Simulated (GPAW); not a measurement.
**SiRu in GPAW: convergence with plane-wave cutoff (eV)**

Input of the first run (plane-wave cutoff (eV) 200); the others differ in this setting and in those tied to it:

File run.py:

```python
from ase import Atoms
from ase.dft.bandgap import bandgap
from ase.io import write
from ase.units import GPa
from gpaw import GPAW, PW, setup_paths

setup_paths.insert(0, '.')

atoms = Atoms(['Ru', 'Ru', 'Ru', 'Ru', 'Si', 'Si', 'Si', 'Si'],
              cell=[[4.70859538, 0.0, 0.0],
                    [0.0, 4.70859538, 0.0],
                    [0.0, 0.0, 4.70859538]],
              scaled_positions=[[0.12940551, 0.12940551, 0.12940551],
                                [0.37059449, 0.87059449, 0.62940551],
                                [0.62940551, 0.37059449, 0.87059449],
                                [0.87059449, 0.62940551, 0.37059449],
                                [0.83757773, 0.83757773, 0.83757773],
                                [0.66242227, 0.16242227, 0.33757773],
                                [0.33757773, 0.66242227, 0.16242227],
                                [0.16242227, 0.33757773, 0.66242227]],
              pbc=True)

calc = GPAW(mode=PW(200),
            xc='PBE',
            kpts={'size': (5, 5, 5), 'gamma': True},
            occupations={'name': 'fermi-dirac', 'width': 0.05},
            setups={'Ru': 'jth', 'Si': 'jth'},
            nbands=-28,
            convergence={'density': 1e-05, 'energy': 1e-05},
            maxiter=100,
            txt='gpaw.txt')
atoms.calc = calc
energy = atoms.get_potential_energy()
forces = atoms.get_forces()
stress = atoms.get_stress()
calc.write('gs.gpw')
write('result.traj', atoms)
print(f'Energy: {energy:.6f} eV')
print('Forces (eV/A):')
print(forces.round(4))
print('Stress (GPa):', (stress / GPa).round(3))
print('Fermi level:', round(calc.get_fermi_level(), 4), 'eV')
print(f'Gap: {bandgap(calc)[0]:.4f} eV, direct: {bandgap(calc, direct=True)[0]:.4f} eV')
```

Potentials or basis: JTH PAW 2.0, PBE, pw.

Run with:

```bash
$ OMP_NUM_THREADS=1 python run.py
```

The cell comes from a database or a generator and needn't be the stable form of this composition.

Hardware: 1 thread of Arm Neoverse V1, on a shared host.

Task: The values tried are 200, 250, 300, 350, 400, 500, 600, 800, loosest first. From which on does the gap on the mesh stay within 0.01 eV of the tightest run that finished?

Result: From 250 on.

```tsv
plane-wave cutoff (eV)	energy less the tightest run, at zero smearing (meV/atom)	pressure (GPa)	largest force (eV/Å)	gap on the mesh (eV)	SCF cycles	CPU time (s)	peak memory (GiB)
200	2435.13	-150.35	0.459	0.299	12	31	0.16
250	306.27	-22.80	0.137	0.258	16	67	0.17
300	15.31	1.80	0.108	0.249	24	98	0.18
350	-0.81	4.61	0.118	0.250	29	180	0.2
400	-1.16	4.47	0.117	0.250	34	250	0.22
500	-1.97	4.63	0.118	0.250	35	270	0.24
600	0.00	4.53	0.116	0.250	34	400	0.28
800	timed out after 510 s	-	-	-	-	-	-
```

Against the tightest run, the pressure stays within 0.1 GPa from 350 on; the largest force stays within 0.005 eV/Å from 350 on. Not settled before the last step: the energy (to 1 meV/atom). The tightest run that finished is the yardstick and may itself not be fully converged.

Caveat, for the tightest run too: the program truncates these outside data sets; an odd mesh through Γ misses points on the zone boundary, where band edges often lie.
